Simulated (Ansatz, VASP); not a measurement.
SnSe in VASP and in Ansatz

POSCAR

```
SnSe
1.0
    5.0747781426      0.0000000000      0.0000000000
   -2.5373890713      4.3948867901      0.0000000000
    0.0000000000      0.0000000000      5.9267287138
Sn Se
2 2
Direct
    0.3333333333      0.6666666667     -0.0504238894
    0.6666666667      0.3333333333      0.4495761106
    0.3333333333      0.6666666667      0.4254238894
    0.6666666667      0.3333333333      0.9254238894
```

The input INCAR.step1:

```
SYSTEM = SnSe
PREC     = Accurate       ! precision mode
ENCUT    = 520            ! plane-wave cutoff, eV
ISMEAR   = 0              ! smearing method
SIGMA    = 0.01           ! smearing width, eV
LREAL    = .False.        ! projectors in reciprocal space
LASPH    = .True.         ! aspherical terms in the spheres
NELM     = 60             ! most SCF steps
NBANDS   = 28             ! bands
GGA      = PE             ! functional
ALGO     = Normal         ! electronic algorithm
EDIFF    = 1E-4           ! SCF threshold, eV
LWAVE    = .True.         ! write WAVECAR
LCHARG   = .False.        ! write CHGCAR
```

File INCAR.step2:

```
SYSTEM = SnSe
PREC     = Accurate       ! precision mode
ENCUT    = 520            ! plane-wave cutoff, eV
EDIFF    = 1E-6           ! SCF threshold, eV
ISMEAR   = 0              ! smearing method
SIGMA    = 0.01           ! smearing width, eV
LREAL    = .False.        ! projectors in reciprocal space
LASPH    = .True.         ! aspherical terms in the spheres
NELM     = 60             ! most SCF steps
ALGO     = Normal         ! electronic algorithm
ISIF     = 2              ! what is computed and relaxed
LWAVE    = .False.        ! write WAVECAR
LCHARG   = .False.        ! write CHGCAR
METAGGA  = R2SCAN         ! meta-GGA
LMIXTAU  = .True.       
NBANDS   = 28             ! bands
ISTART   = 1
```

File KPOINTS:

```
Automatic mesh
0
Gamma
  6 6 4
  0 0 0
```

Input for Ansatz:

```yaml
crystal:
  lattice:
    - [5.0747781426, 0.0, 0.0]
    - [-2.5373890713, 4.3948867901, 0.0]
    - [0.0, 0.0, 5.9267287138]
  atoms:
    - { symbol: Sn, position: [0.3333333333, 0.6666666667, -0.0504238894] }
    - { symbol: Sn, position: [0.6666666667, 0.3333333333, 0.4495761106] }
    - { symbol: Se, position: [0.3333333333, 0.6666666667, 0.4254238894] }
    - { symbol: Se, position: [0.6666666667, 0.3333333333, 0.9254238894] }
kpoints:
  mp_grid: { grid: [6, 6, 4] }
  band_path:
    path:
      - [0.0, 0.0, 0.0]
      - [0.5, 0.0, 0.0]
      - [0.3333333333, 0.3333333333, 0.0]
      - [0.0, 0.0, 0.5]
      - [0.5, 0.0, 0.5]
      - [0.3333333333, 0.3333333333, 0.5]
    npoints: 1
hamiltonian:
  xc: r2scan
scf:
  occupations: { method: fixed }
  n_extra_bands: 5
output:
  forces: true
  stress: true
  eigenvalues: true
  write_density: true
  write_potential: true
  elf: true
  volumetric_format: npy
```

Change from the starting cell: uniaxial_z strain -4.0%.

Alike in both runs: task single point; functional r2SCAN; k mesh 6 × 6 × 4; no spin polarisation.

```csv
,VASP,Ansatz
version,VASP 6.6.1,Ansatz 0.2.0
potentials or method,"VASP PAW PBE potentials, release 64 (Sn_d, Se)","plane waves, PAW"
plane-wave cutoff (eV),520,500
occupations,"gaussian, width 0.01 eV",fixed
valence electrons in the cell,40,60
```

Ansatz gave:

```
gap on the k mesh at the Fermi level (eV)       : 0.64
pressure (GPa)                                  : 1.2
largest component of the traceless stress (GPa) : 2.19
rms of the force components (eV/Å)              : 0.000
```

Task: Estimate VASP's values.

Result: gap on the k mesh at the Fermi level (eV): 0.65; pressure (GPa): 1.2; largest component of the traceless stress (GPa): 2.20; rms of the force components (eV/Å): 0.004.

Atom by atom the forces differ by 0.004 eV/Å (rms over components). The two sets of potentials don't hold the same shells in valence.

Caveats: the PAW data sets were made with another functional, which shifts forces and pressure a little (VASP); spin-orbit coupling is left out, which moves the levels of the heavy elements. A k mesh can miss the band edges.
